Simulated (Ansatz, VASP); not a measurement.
# TePb: VASP beside Ansatz

```
Te Pb
1.0
     0.00000    3.22700    3.22700
     3.22700    0.00000    3.22700
     3.22700    3.22700    0.00000
Te Pb
1 1
Direct
  0.49452 0.50000 0.50000
  0.00000 0.00000 0.00000
```

Change from the starting cell: all Te atoms moved +0.025 Å, as atom 1 towards its neighbour atom 1 (Te) at 4.564 Å.

Alike in both runs: task single point; functional PBE; k mesh 8 × 8 × 8; occupations gaussian, width 0.05 eV; no spin polarisation.

|  | VASP | Ansatz |
| --- | --- | --- |
| version | VASP 6.6.1 | Ansatz 0.2.0 |
| potentials or method | VASP PAW PBE potentials, release 64 (Te, Pb_d) | scalar-relativistic, plane waves, PAW |
| plane-wave cutoff (eV) | 520 | 420 |
| valence electrons in the cell | 20 | 30 |

|  | VASP | Ansatz | Ansatz less VASP |
| --- | --- | --- | --- |
| gap on the k mesh at the Fermi level (eV) | 0.73 | 0.72 | -0.005 |
| least direct gap on the mesh (eV) | 0.73 | 0.72 | -0.005 |
| pressure (GPa) | 2.3 | 2.3 | +0.06 |
| rms of the force components (eV/Å) | 0.010 | 0.009 | -0.0002 |

Atom by atom the forces differ by 0.000 eV/Å (rms over components). The two sets of potentials don't hold the same shells in valence.

Caveats: spin-orbit coupling is left out, which as a rule narrows the gap of such compounds by several tenths of an eV. A k mesh can miss the band edges.
